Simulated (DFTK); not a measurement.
# Pt (P6_3/mmc) in DFTK: reference runs

How does Pt come out in PBE? The cell is run as given.

Everything below comes from runs of DFTK 0.8.2. Logs are shortened: lines on timing, memory, paths and dates and some standing lists are left out, and cuts for length are marked.

### 1 Starting point

Symmetry: P6_3/mmc, No. 194, hexagonal system. Conventional cell: a = 2.761 Å, b = 2.761 Å, c = 4.792 Å, α = 90.00°, β = 90.00°, γ = 120.00°. Pt (site symmetry -6m2) has 12 Pt at 2.76 to 2.88 Å as nearest neighbours.

This isn't the form of Pt at room conditions, which is fcc.

### 2 Single point, PBE

Contents of run.jl:

```julia
using DFTK
using PseudoPotentialData
using Unitful, UnitfulAtomic
using LinearAlgebra, Printf
include("save.jl")
disable_threading()

# lattice vectors are the columns
lattice = austrip(1u"Å") * [  2.7606656158  -1.3803328079            0.0;
                      0.0   2.3908065546            0.0;
                      0.0            0.0       4.792134]
symbols   = [:Pt, :Pt]
positions = [[0.3333333333, 0.6666666667, 0.25],
             [0.6666666667, 0.3333333333, 0.75]]
pseudopotentials = PseudoFamily("dojo.nc.sr.pbe.v0_4_1.standard.upf")
elements = Dict(s => ElementPsp(s, pseudopotentials) for s in unique(symbols))
atoms    = [elements[s] for s in symbols]

build_model(lattice, positions; symmetries=true) =
    model_DFT(lattice, atoms, positions;
              functionals=PBE(),
              temperature=austrip(0.05u"eV"),
              smearing=Smearing.FermiDirac(),
              symmetries)
Ecut  = 42.0  # hartree
kgrid = [11, 11, 6]
tol   = 1e-6
to_GPa = ustrip(uconvert(u"GPa", 1u"hartree/bohr^3"))

model = build_model(lattice, positions)
basis = PlaneWaveBasis(model; Ecut, kgrid)
display(basis)
scfres = self_consistent_field(basis;
                               tol,
                               nbandsalg=AdaptiveBands(model; n_bands_converge=23))
display(scfres.energies)
@printf "Fermi level: %.6f eV\n" ustrip(auconvert(u"eV", something(scfres.εF, NaN)))
forces = compute_forces_cart(scfres)
println("Forces (eV/Å)")
for (s, f) in zip(symbols, forces)
    @printf "%-3s %12.6f %12.6f %12.6f\n" s ustrip.(auconvert.(u"eV/Å", f))...
end
stress = compute_stresses_cart(scfres)
println("Stress (GPa)")
display(round.(stress * to_GPa; digits=4))
println("Levels at the first k-point (eV): ", round.(ustrip.(auconvert.(u"eV", scfres.eigenvalues[1][1:scfres.n_bands_converge])); digits=4))
save_scf!(scfres; forces, stress)
```

Potentials or basis: dojo.nc.sr.pbe.v0_4_1.standard.upf (PBE).

The run is started by

```console
> julia --threads=1 run.jl  # save.jl only writes the numbers to a file and isn't shown; printed stress counts tension as positive; times include loading and compiling
```

What it wrote:

```text
PlaneWaveBasis discretization:

    Ecut                 : 42.0 Ha
    fft_size             : (36, 36, 60), 77760 total points
    kgrid                : MonkhorstPack([11, 11, 6])
    num.   red. kpoints  : 726
    num. irred. kpoints  : 64

    Discretized Model(gga_x_pbe+gga_c_pbe, 3D):
        lattice (in Bohr)    : [5.2169    , -2.60845  , 0         ]
                               [0         , 4.51797   , 0         ]
                               [0         , 0         , 9.05582   ]
        unit cell volume     : 213.44 Bohr³

        atoms                : Pt₂
        pseudopot. family    : PseudoFamily("dojo.nc.sr.pbe.v0_4_1.standard.upf")

        num. electrons       : 36
        spin polarization    : none
        temperature          : 0.0018375 Ha
        smearing             : DFTK.Smearing.FermiDirac()

        terms                : Kinetic()
                               AtomicLocal()
                               AtomicNonlocal()
                               Ewald(nothing)
                               PspCorrection()
                               Hartree()
                               Xc(gga_x_pbe, gga_c_pbe)
                               Entropy()
n     Energy            log10(ΔE)   log10(Δρ)   Diag   Δtime
---   ---------------   ---------   ---------   ----   ------
  1   -261.1405962723                   -0.69    4.7    13.3s
  2   -261.1738481670       -1.48       -1.09    1.0    6.44s
  3   -261.1809125492       -2.15       -1.82    2.8    8.84s
  4   -261.1809344596       -4.66       -2.33    1.1    6.07s
  5   -261.1809540374       -4.71       -2.77    2.5    7.93s
  6   -261.1809565891       -5.59       -3.78    2.0    7.46s
  7   -261.1809566318       -7.37       -4.20    4.1    9.84s
  8   -261.1809566325       -9.14       -4.80    1.9    6.67s
  9   -261.1809566327       -9.80       -5.34    2.8    8.67s
 10   -261.1809566327      -10.87       -5.70    2.1    7.01s
 11   -261.1809566327      -11.41       -6.07    1.8    7.43s
Energy breakdown (in Ha):
    Kinetic             74.5716861
    AtomicLocal         -155.6551332
    AtomicNonlocal      15.9733704
    Ewald               -197.1744743
    PspCorrection       8.9526348
    Hartree             39.6870166
    Xc                  -47.5347402
    Entropy             -0.0013168

    total               -261.180956632686
Fermi level: 15.335239 eV
Forces (eV/Å)
Pt      0.000002     0.000001    -0.000000
Pt     -0.000000     0.000002     0.000000
Stress (GPa)
3×3 StaticArraysCore.SMatrix{3, 3, Float64, 9} with indices SOneTo(3)×SOneTo(3):
  0.6192   0.0     -0.0
 -0.0      0.6192  -0.0
 -0.0     -0.0      2.29
Levels at the first k-point (eV): [-83.1021, -83.0833, -37.3062, -37.1114, -37.1114, -37.0719, -37.0719, -36.9806, 5.6418, 8.2907, 11.4041, 11.9326, 11.9326, 12.2965, 12.2965, 13.5433, 13.5433, 14.6046, 15.1172, 15.1172, 19.9945, 30.44, 31.0023]
```

Run time: 2.7 min. Hardware: 1 thread of Intel Xeon 6975P-C (Granite Rapids), shared host; peak memory 2.3 GiB.

Results:

```yaml
Free_energy: -7107.0959 eV
Pressure: -1.2 GPa
Band_gap_on_the_k_mesh: none (metal or under the smearing width)
```

Stress tensor (GPa, compression positive):
```
-0.62  0.00  0.00
 0.00 -0.62  0.00
 0.00  0.00 -2.29
```

Levels at points of the mesh, in eV from the Fermi level:
```
            k point  band 15  band 16  band 17  band 18  band 19  band 20  band 21  band 22
 (0.00, 0.00, 0.00)    -3.04    -1.79    -1.79    -0.73    -0.22    -0.22     4.66    15.10
(0.00, 0.00, -0.50)    -3.40    -3.40    -0.79    -0.79    -0.79    -0.79    11.89    11.89
```

Spin-orbit coupling is left out, which matters for the levels of Pt.
